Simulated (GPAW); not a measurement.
BaTiO3:

```
Ba Ti O
1.0
     3.99980    0.00000    0.00000
     0.00000    3.99980    0.00000
     0.00000    0.00000    4.01800
Ba Ti O
1 1 3
Direct
  0.00000 0.00000 0.00000
  0.50000 0.50000 0.49000
  0.00000 0.50000 0.51700
  0.50000 0.00000 0.51700
  0.50000 0.50000 0.01900
```

- Program: GPAW 26.7.0
- Task: relaxation of cell and atoms
- Functional: PBEsol
- Dispersion: D3(BJ)+ATM
- Potentials or basis: PAW data sets generated in the run's folder for this functional
- Cutoff: 800 eV
- Basis: pw
- k mesh: 5 × 5 × 5
- Occupations: fermi-dirac, width 0.05 eV
- Spin: no spin polarisation

At the start: pressure -5.3 GPa; volume 12.86 Å³/atom.

How do energy, volume and symmetry change on relaxing?

Over 7 steps the energy falls by 6.5 meV/atom and the volume is 12.48 Å³/atom (-3.0 %); space group P4mm (No. 99, to 0.05 Å).

Step by step:
```csv
step,energy change (eV),largest force (eV/Å),pressure (GPa),volume (Å³)
1,0.0000,0.2902,-5.34,64.28
2,-0.0086,0.2188,-4.65,64.05
3,-0.0292,0.2496,-0.30,62.68
4,-0.0305,0.1721,-0.56,62.72
5,-0.0325,0.0285,-0.47,62.59
6,-0.0327,0.0204,-0.11,62.43
7,-0.0327,0.0179,0.03,62.38
```

Final structure:
```
Ba Ti O
1.0
     3.95311    0.00000    0.00000
     0.00000    3.95311    0.00000
     0.00000    0.00000    3.99188
Ba Ti O
1 1 3
Direct
  0.00000 0.00000 0.00151
  0.50000 0.50000 0.48967
  0.00000 0.50000 0.51544
  0.50000 0.00000 0.51544
  0.50000 0.50000 0.02096
```

Caveat: later steps reuse the first step's grids.
